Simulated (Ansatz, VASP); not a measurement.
**Cross-check of ZrC (ZrC strained to the junction's net) between VASP and Ansatz**

Aim: how closely do two programs agree when they are given the same cell, functional and k mesh? The cell is generated by rule, not measured, and may not be a known phase. The structure shown is the end of the Ansatz relaxation below.

Method: plane waves, with VASP 6.6.1 beside it; single point at PBE with D3(BJ), in Ansatz 0.2.0.

### 1. Starting point

Symmetry: R-3m, No. 166, trigonal system. Conventional cell: a = 3.230 Å, b = 3.230 Å, c = 8.201 Å, α = 90.00°, β = 90.00°, γ = 120.00°. Zr has 6 C at 2.31 Å nearest. C has 6 Zr at 2.31 Å nearest. Farther neighbours are not listed.

### 2. Ansatz: relaxation, PBE with D3(BJ)

Ansatz runs on its default PAW (the set named soft_2) files.

This run makes the geometry at which the two programs are then compared.

Input file input.yaml:

```yaml
crystal:
  lattice:
    - [3.23, 0.0, 0.0]
    - [-1.615, 2.7972620542, 0.0]
    - [0.0, 0.0, 8.3302345078]
  atoms:
    - { symbol: Zr, position: [0.0, 0.0, 0.0] }
    - { symbol: C, position: [0.3333333333, 0.6666666667, 0.1666666667] }
    - { symbol: Zr, position: [0.6666666667, 0.3333333333, 0.3333333333] }
    - { symbol: C, position: [0.0, 0.0, 0.5] }
    - { symbol: Zr, position: [0.3333333333, 0.6666666667, 0.6666666667] }
    - { symbol: C, position: [0.6666666667, 0.3333333333, 0.8333333333] }
kpoints:
  mp_grid: { grid: [12, 12, 4] }
scf:
  occupations: { method: fermi_dirac, width: 0.1 }
  max_iter: 150
hamiltonian:
  xc: pbe
  dispersion: d3bj
relax:
  f_tol: 0.01
  max_steps: 40
  cell: { fix: [a, b, angles] }
```

Started as:

```sh
> ansatz run input.yaml --threads 4 --pin off --max-ram 10240MiB --backend cpu --events-out ev --progress --plain --runs-dir out
```

Numbers of over 12 decimals in the logs are rounded to 6 here.

What it wrote:

```text
Engine: ansatz 0.2.0, aarch64-unknown-linux-gnu
Pseudopotentials: kind: paw
Pseudopotential: Zr, paw, valence charge 12, recommended cutoff 420 eV (normal), Zr.paw.azcp
Pseudopotential: C, paw, valence charge 4, recommended cutoff 420 eV (normal), C.paw.azcp
Functional definition: PBE
  parameter kappa = 0.804
  parameter beta = 0.066725
  exchange = pbe_x(kappa = kappa, mu = beta*pi^2/3)
  correlation = pbe_c(beta = beta)
Crystal: 6 atoms, lattice volume = 75.265 Å³
Basis set: ecut = 420 eV, 1491 PW (Γ), exchange–correlation on 48×48×120 points (8 copies of the dense FFT grid, shifted against one another)
Bands: 30, of which v1, the nominal top of the filled ones, is band 24 counted from 1 (23 counted from 0)
Symmetry: 36 space group operations
Space group: R-3m (ITA 166), of the structure as read, at distance tolerance 4.2e-5 Å
k-points: 69 of 576
Non-local potential: Zr, projectors of the file, l = 0: 3, l = 1: 2, l = 2: 2, l = 3: 2
Non-local potential: C, projectors of the file, l = 0: 2, l = 1: 2, l = 2: 1
PAW form: soft (Blöchl's): semilocal exchange-correlation on the pseudo side does not see the compensation charge
PAW one-centre angular grid: Zr, 590 points (default); XC on 64 Gauss nodes
PAW one-centre angular grid: C, 110 points (default); XC on 64 Gauss nodes
Initial density: superposition of atomic densities (neutral atoms: chi_scale 0, normalization atom), corrected by the library's trained network
Initial wavefunctions: pseudopotential atomic-orbital guess
Functional: x = pbe(κ = 0.804, μ = 0.219515), c = pbe(β = 0.066725)
SCF iter   1: F=—  HF=-13311.764518 eV  |F-HF|=—  |Δ(HF+E_count)|=         —  Δρ=1.09e-3  dr2=4.09e-4  ethr=1.77e-3  ⟨swp⟩=4.3  Hψ=8037  notcnv=0
preconditioner: auto → Kerker (q_TF=auto, 2.531 Å⁻¹)  [metal: Δε(μ)=0.058 eV  Ē_g=16.695 eV  σ=0.100 eV  W_gap=0.14  n_scr=24 (ndim 8)  ℏωp=27.7 eV  f_vac=0.000  D(μ)=0.89/eV (n_scr^D=2)]
SCF iter   2: F=—  HF=-13311.762884 eV  |F-HF|=—  |Δ(HF+E_count)|=   1.63e-3  Δρ=6.18e-4  dr2=1.57e-4  ethr=8.52e-7  ⟨swp⟩=2.1  Hψ=4088  notcnv=0
SCF iter   3: F=—  HF=-13311.762936 eV  |F-HF|=—  |Δ(HF+E_count)|=   5.21e-5  Δρ=1.47e-4  dr2=1.06e-5  ethr=3.28e-7  ⟨swp⟩=2.2  Hψ=2924  notcnv=0
SCF iter   4: F=—  HF=-13311.762929 eV  |F-HF|=—  |Δ(HF+E_count)|=   6.94e-6  Δρ=7.34e-5  dr2=1.69e-6  ethr=2.21e-8  ⟨swp⟩=2.2  Hψ=2790  notcnv=0
SCF iter   5: F=—  HF=-13311.762929 eV  |F-HF|=—  |Δ(HF+E_count)|=   7.81e-8  Δρ=1.92e-5  dr2=2.78e-7  ethr=3.53e-9  ⟨swp⟩=2.5  Hψ=3725  notcnv=0
SCF iter   6: F=-13311.762929 eV  HF=-13311.762929 eV  |F-HF|=4.17e-9  |Δ(HF+E_count)|=   3.74e-8  Δρ=5.78e-6  dr2=1.16e-8  ethr=2.08e-10  ⟨swp⟩=4.0  Hψ=6497  notcnv=0
SCF 1 converged in 6 iterations: F = -13311.762929 eV  dr2 = 1.16e-8
  greatest PAW one-centre occupation: 0.996 electrons in one spin orbital (limit 2), on the Zr atom at site 4 (counted from 0), in its partial waves of l = 0
relax step   1: F+E_penalty+E_count = -13311.76292925 eV  Δ(F+E_penalty+E_count) = +0.000e0 eV  max|allowed force component| = 1.136e-26 eV/Å  Δτ_max = 0.0000 Å  P = +4.011 GPa  Ω = 75.265 Å³  fix = [a, b, alpha, beta, gamma]  reactions: a +9.781, b +9.781 GPa  (6 SCF iters, dr2 threshold 1.00e-7 eV, accepted)
[...]
relax step   3: F+E_penalty+E_count = -13311.79181056 eV  Δ(F+E_penalty+E_count) = -2.888e-2 eV  max|allowed force component| = 7.300e-29 eV/Å  Δτ_max = 0.0000 Å  P = +7.878 GPa  Ω = 74.146 Å³  energy of the carried Pulay correction = +1.428e-3 eV  fix = [a, b, alpha, beta, gamma]  reactions: a +11.955, b +11.955 GPa  (7 SCF iters, accepted)
[...]
relax step   4: F+E_penalty+E_count = -13311.79189875 eV  Δ(F+E_penalty+E_count) = -8.820e-5 eV  max|allowed force component| = 1.275e-26 eV/Å  Δτ_max = 0.0000 Å  P = +8.025 GPa  Ω = 74.106 Å³  energy of the carried Pulay correction = +1.481e-3 eV  fix = [a, b, alpha, beta, gamma]  reactions: a +12.039, b +12.039 GPa  (3 SCF iters, dr2 threshold 1.90e-7 eV, accepted)
[...]
relax step   5: F+E_penalty+E_count = -13311.79058852 eV  Δ(F+E_penalty+E_count) = +1.310e-3 eV  max|allowed force component| = 2.703e-27 eV/Å  Δτ_max = 0.0000 Å  P = +8.000 GPa  Ω = 74.106 Å³  fix = [a, b, alpha, beta, gamma]  reactions: a +12.025, b +12.025 GPa  stress off target by 5.14e-2 GPa on what of the cell is left free  SCF on the basis re-selected at this cell (its energy is not comparable with the rows above)  (5 SCF iters)
[...]
relax step   6: F+E_penalty+E_count = -13311.79059972 eV  Δ(F+E_penalty+E_count) = -1.120e-5 eV  max|allowed force component| = 1.505e-27 eV/Å  Δτ_max = 0.0000 Å  P = +8.028 GPa  Ω = 74.098 Å³  energy of the carried Pulay correction = +9.958e-6 eV  fix = [a, b, alpha, beta, gamma]  reactions: a +12.041, b +12.041 GPa  (3 SCF iters, dr2 threshold 6.61e-9 eV, accepted)
[...]
relax step   7: F+E_penalty+E_count = -13311.79058311 eV  Δ(F+E_penalty+E_count) = +1.661e-5 eV  max|allowed force component| = 7.739e-28 eV/Å  Δτ_max = 0.0000 Å  P = +8.027 GPa  Ω = 74.098 Å³  fix = [a, b, alpha, beta, gamma]  reactions: a +12.041, b +12.041 GPa  stress off target by 5.79e-5 GPa on what of the cell is left free  SCF on the basis re-selected at this cell (its energy is not comparable with the rows above)  (4 SCF iters)
basis re-selected at this cell: Δ(F+E_penalty+E_count) = +1.661e-5 eV, ΔP = -0.000 GPa vs the last step (what re-selecting the basis moved, of the pressure what is left beyond the Pulay correction that the steps carried, after the strain that the cell walked since its last selection, with what the two solves' SCF thresholds leave and, on support functions, any second-order correction that the steps lacked; it is no m [...]
SCF converged after 4 iterations
Free energy (F): -13311.790583 eV
Harris-Foulkes:  -13311.790583 eV  (|F-HF|=3.64e-12)
Internal energy: -13311.760625 eV  (E = F + TS)
E sigma→0 (E₀):  -13311.775604 eV
Entropy (-TS):   -0.029958 eV (-4.993 meV/atom)
Fermi energy:    15.747866 eV
--- Per-component energies (eV) ---
  E_band       = -102.868476
  E_kinetic    = 1278.537391
  E_local      = -1706.912924  (includes V_loc(G=0)·N_el)
  E_nonlocal   = 314.167223
  E_hartree    = 515.651259
  E_xc         = -637.684311
  E_vxc        = -762.862164  (∫ρ·V_xc dr)
  E_paw        = -9156.727987  (= ΣΔE_a)
  E_vpaw       = -257.100597  (= ΣTr[D̂ρ^β])
  E_aug_tail   = 0.000091  (compensation charges beyond the density's cutoff)
  E_ewald      = -3916.264083
  E_disp       = -2.527285  (pairwise vdW)
  E_smearing   = -0.029958  (= −TS)
  E_closure    = -0.000000  (closes the sum)
  Σ components = -13311.790583   (vs F -13311.790583, Δ=0.00e0)
--- Forces (eV/Å), atoms counted from 1 ---
  atom   1  Zr     0.00000000     0.00000000     0.00000000
  atom   2  C      0.00000000     0.00000000     0.00000000
  atom   3  Zr     0.00000000     0.00000000    -0.00000000
  atom   4  C      0.00000000    -0.00000000     0.00000000
  atom   5  Zr     0.00000000     0.00000000     0.00000000
  atom   6  C     -0.00000000    -0.00000000    -0.00000000
  max |Σ_I F_I| component: 3.35e-28 eV/Å
--- Stress (GPa, compression-positive) ---
       12.041257       0.000000       0.000000
        0.000000      12.041257      -0.000000
        0.000000      -0.000000      -0.000058
  P = ⅓ Tr σ = 8.0275 GPa (80.275 kbar)
--- Relaxed structure (5 steps of the walk, 4 accepted, 2 SCFs on fresh bases) ---
  F+E_penalty+E_count = -13311.79058311 eV   max|allowed force component| = 7.739e-28 eV/Å   (the final SCF, on the basis selected at the relaxed cell)
  cell:  # Å, volume = 74.0978 Å³
    - [3.230000, 0, 0]
    - [-1.615000, 2.797262, 0]
    - [0, 0, 8.201050]
  atoms:
    - { symbol: Zr, position: [0, 0, 0] }
    - { symbol: C, position: [0.333333, 0.666667, 0.166667] }
    - { symbol: Zr, position: [0.666667, 0.333333, 0.333333] }
    - { symbol: C, position: [0, 0, 0.5] }
    - { symbol: Zr, position: [0.333333, 0.666667, 0.666667] }
    - { symbol: C, position: [0.666667, 0.333333, 0.833333] }
```

In the SCF lines HF is the Harris–Foulkes energy and dr2 the Hartree energy of the density residual, in eV; the loop may stop once dr2 is under the threshold and the program's other checks hold. Hψ counts applications of the Hamiltonian.

### 3. VASP: single point, PBE with D3(BJ)

The same cell, functional, mesh and smearing now go to VASP, with its own data sets.

Lines of VASP's logs that name or quote its potential files are left out, and so is its time.

Input file INCAR:

```
SYSTEM = ZrC
PREC = Accurate
ENCUT = 600
EDIFF = 1E-06
NELM = 120
ISMEAR = -1
SIGMA = 0.1
LREAL = .FALSE.
ALGO = Normal
GGA = PE
IVDW = 12
NBANDS = 30
LASPH = .TRUE.
LORBIT = 11
LWAVE = .FALSE.
LCHARG = .FALSE.
ISIF = 2
GGA_COMPAT = .FALSE.
KPAR = 2
```

Input file POSCAR:

```
ZrC
1.0
    3.2300000000      0.0000000000      0.0000000000
   -1.6150000000      2.7972620542      0.0000000000
    0.0000000000      0.0000000000      8.2010499479
Zr C
3 3
Direct
    0.0000000000      0.0000000000      0.0000000000
    0.6666666667      0.3333333333      0.3333333333
    0.3333333333      0.6666666667      0.6666666667
    0.3333333333      0.6666666667      0.1666666667
    0.0000000000      0.0000000000      0.5000000000
    0.6666666667      0.3333333333      0.8333333333
```

Input file KPOINTS:

```
Automatic mesh
0
Gamma
12 12 4
0 0 0
```

The projector-augmented-wave data sets are Zr_sv and C (PBE family, release 64).

Started as:

```sh
> mpirun -np 2 vasp_std
```

What it wrote:

```text
[banner, memory and clock lines left out]
running    2 mpi-ranks, on    1 nodes
 distrk:  each k-point on    1 cores,    2 groups
 distr:  one band on    1 cores,    1 groups

 POSCAR found type information on POSCAR ZrC
 POSCAR found :  2 types and       6 ions
 LDA part: xc-table for (Slater+PW92), standard interpolation
 POSCAR, INCAR and KPOINTS ok, starting setup
 FFT: planning ... GRIDC
 FFT: planning ... GRID_SOFT
 FFT: planning ... GRID
 WAVECAR not read
 entering main loop
       N       E                     dE             d eps       ncg     rms          rms(c)
DAV:   1     0.479151180573E+03    0.47915E+03   -0.28414E+04  4140   0.182E+03
DAV:   2    -0.239286982185E+02   -0.50308E+03   -0.48333E+03  4762   0.469E+02
DAV:   3    -0.661611498018E+02   -0.42232E+02   -0.40816E+02  6848   0.110E+02
DAV:   4    -0.682790484817E+02   -0.21179E+01   -0.21151E+01  5942   0.223E+01
DAV:   5    -0.683426035120E+02   -0.63555E-01   -0.63547E-01  5886   0.380E+00    0.390E+01
DAV:   6    -0.582718837191E+02    0.10071E+02   -0.62350E+01  4688   0.343E+01    0.164E+01
DAV:   7    -0.581484092435E+02    0.12347E+00   -0.44123E+00  6196   0.914E+00    0.952E+00
DAV:   8    -0.581631689643E+02   -0.14760E-01   -0.27109E-01  5350   0.311E+00    0.903E-01
DAV:   9    -0.581558349235E+02    0.73340E-02   -0.95621E-02  5602   0.113E+00    0.562E-01
DAV:  10    -0.581556967652E+02    0.13816E-03   -0.96364E-03  5260   0.686E-01    0.221E-01
DAV:  11    -0.581557145031E+02   -0.17738E-04   -0.49617E-04  6112   0.140E-01    0.601E-02
DAV:  12    -0.581556986475E+02    0.15856E-04   -0.35779E-05  5210   0.483E-02    0.142E-02
DAV:  13    -0.581557001123E+02   -0.14648E-05   -0.75416E-06  4870   0.190E-02    0.164E-03
DAV:  14    -0.581556998252E+02    0.28707E-06   -0.36083E-07  3198   0.468E-03
   1 F= -.60682220E+02 E0= -.60667226E+02  d E =-.299881E-01
```

OUTCAR, selected parts (step 3):

```text
ion  position               nearest neighbor table
   1  0.000  0.000  0.000-   4 2.31   6 2.31   4 2.31   6 2.31   6 2.31   4 2.31   2 3.31   3 3.31
                             3 3.31   2 3.31   3 3.31   2 3.31
   2  0.667  0.333  0.333-   4 2.31   4 2.31   4 2.31   5 2.31   5 2.31   5 2.31   1 3.31   1 3.31
                             1 3.31   3 3.31   3 3.31   3 3.31
   3  0.333  0.667  0.667-   6 2.31   6 2.31   6 2.31   5 2.31   5 2.31   5 2.31   1 3.31   1 3.31
                             1 3.31   2 3.31   2 3.31   2 3.31
   4  0.333  0.667  0.167-   2 2.31   2 2.31   2 2.31   1 2.31   1 2.31   1 2.31
   5  0.000  0.000  0.500-   2 2.31   3 2.31   3 2.31   2 2.31   2 2.31   3 2.31
   6  0.667  0.333  0.833-   3 2.31   3 2.31   3 2.31   1 2.31   1 2.31   1 2.31

  LATTYP: Found a hexagonal cell.
 ALAT       =     3.2300000000
 C/A-ratio  =     2.5390247517

 Subroutine GETGRP returns: Found 12 space group operations
 (whereof 12 operations were pure point group operations)

The static configuration has the point symmetry D_3d.

 Found     69 irreducible k-points:

   k-points           NKPTS =     69   k-points in BZ     NKDIM =     69   number of bands    NBANDS=     30

   dimension x,y,z NGX =    28 NGY =   28 NGZ =   70
   dimension x,y,z NGXF=    56 NGYF=   56 NGZF=  140

   ENCUT  =  600.0 eV  44.10 Ry    6.64 a.u.   6.45  6.45 16.38*2*pi/ulx,y,z

   NELECT =      48.0000    total number of electrons

 k-points in reciprocal lattice and weights: Automatic mesh
   0.00000000  0.00000000  0.00000000       0.002
   0.08333333  0.00000000  0.00000000       0.010
   0.16666667  0.00000000  0.00000000       0.010
   0.25000000  0.00000000  0.00000000       0.010
   0.33333333  0.00000000  0.00000000       0.010
   0.41666667 -0.00000000  0.00000000       0.010
   0.50000000  0.00000000  0.00000000       0.005
   0.08333333  0.08333333  0.00000000       0.010
   0.16666667  0.08333333  0.00000000       0.021
[...]
0.33333333  0.25000000  0.50000000       0.021
   0.33333333  0.33333333  0.50000000       0.003

 average (electrostatic) potential at core
       1 -72.4155       2 -72.4155       3 -72.4155       4 -43.4178       5 -43.4178
       6 -43.4178

 E-fermi :  10.2232

 k-point     1 :       0.0000    0.0000    0.0000
  band No.  band energies     occupation
    ...
     17       6.0694      2.00000
     18       7.8402      2.00000
     19       7.8402      2.00000
     20       7.8402      2.00000
     21       7.8402      2.00000
     22      10.9815      0.00102
     23      10.9940      0.00090
     24      11.2283      0.00009
     25      11.2283      0.00009
     26      11.4541      0.00001
    ...

 k-point     2 :       0.0833    0.0000    0.0000
  band No.  band energies     occupation
    ...
     19       7.7380      2.00000
     20       8.0211      2.00000
     21       8.1145      2.00000
     22      10.1058      1.52779
     23      10.3077      0.60092
     24      10.5619      0.06544
     25      11.1645      0.00016
     26      11.9012      0.00000
     27      12.0282      0.00000
     28      12.7748      0.00000
    ...

 k-point     3 :       0.1667    0.0000    0.0000
  band No.  band energies     occupation
    ...
     20       8.0264      2.00000
     21       8.5557      2.00000
     22       8.6924      2.00000
     23       9.3451      1.99969
     24       9.7433      1.98366
     25      11.3312      0.00003
     26      11.8011      0.00000
     27      12.5067      0.00000
     28      12.6612      0.00000
     29      13.2879      0.00000
    ...

 Edisp (eV)   -2.52652

  Total       5.65973     5.65973     0.09782     0.00000     0.00000     0.00000
  in kB     122.37743   122.37743     2.11504     0.00000     0.00000     0.00000
  external pressure =       82.29 kB  Pullay stress =        0.00 kB

  energy-cutoff  :      600.00
  volume of cell :       74.10
      direct lattice vectors                 reciprocal lattice vectors
     3.230000000  0.000000000  0.000000000     0.309597523  0.178746213  0.000000000
    -1.615000000  2.797262054  0.000000000     0.000000000  0.357492427  0.000000000
     0.000000000  0.000000000  8.201049948     0.000000000  0.000000000  0.121935607

 POSITION                                       TOTAL-FORCE (eV/Angst)
 -----------------------------------------------------------------------------------
      0.00000      0.00000      0.00000         0.000000     -0.000000      0.000000
      1.61500      0.93242      2.73368        -0.000000     -0.000000      0.000000
     -0.00000      1.86484      5.46737        -0.000000      0.000000      0.000000
     -0.00000      1.86484      1.36684         0.000000     -0.000000     -0.000000
      0.00000      0.00000      4.10052         0.000000     -0.000000      0.000000
      1.61500      0.93242      6.83421        -0.000000     -0.000000      0.000000
 -----------------------------------------------------------------------------------
    total drift:                               -0.000000      0.000000      0.000000

  FREE ENERGIE OF THE ION-ELECTRON SYSTEM (eV)
  ---------------------------------------------------
  free  energy   TOTEN  =       -60.6822201746 eV

  energy  without entropy=      -60.6522321113  energy(sigma->0) =      -60.66722614

 total charge
# of ion       s       p       d       tot
------------------------------------------
    1        2.185   6.057   1.698   9.939
    2        2.185   6.057   1.698   9.939
    3        2.185   6.057   1.698   9.939
    4        0.892   1.502   0.000   2.394
    5        0.892   1.502   0.000   2.394
    6        0.892   1.502   0.000   2.394
--------------------------------------------------
tot          9.229  22.676   5.093  36.999

[... 3 further parts left out ...]
```

The run ends at a pressure of 8.23 GPa.

### 4. Differences

Known differences besides the potentials themselves: the cutoff is 420 eV in Ansatz and 600 eV in VASP; Ansatz's pressure holds a Pulay correction, VASP's none. Total energies have different zeros and are not compared.

The two programs side by side:

| quantity | Ansatz | VASP | difference |
| --- | --- | --- | --- |
| pressure (GPa) | 8.03 | 8.23 | -0.20 |

### 5. Results

```json
{
 "difference in pressure (single point, PBE with D3(BJ))": "-0.20 GPa"
}
```

In words: The difference in pressure is -0.20 GPa (single point, PBE with D3(BJ)), within the 1 GPa picked in this series as the mark of a large difference. How closely two codes agree says nothing of how well the functional describes the real material.

[Lines on the potential files, build, host, timing and source positions are cut from VASP's logs without a mark.]

[Logs are printed without paths, hosts, clocks, repeated set-up lines and the standing remarks that a program may print on its own settings, such as how far it seeks lower states.]

[Hosts, paths, dates, database ids (printed as entryN), source tags and the programs' standing remarks are cut or masked in the printed files.]
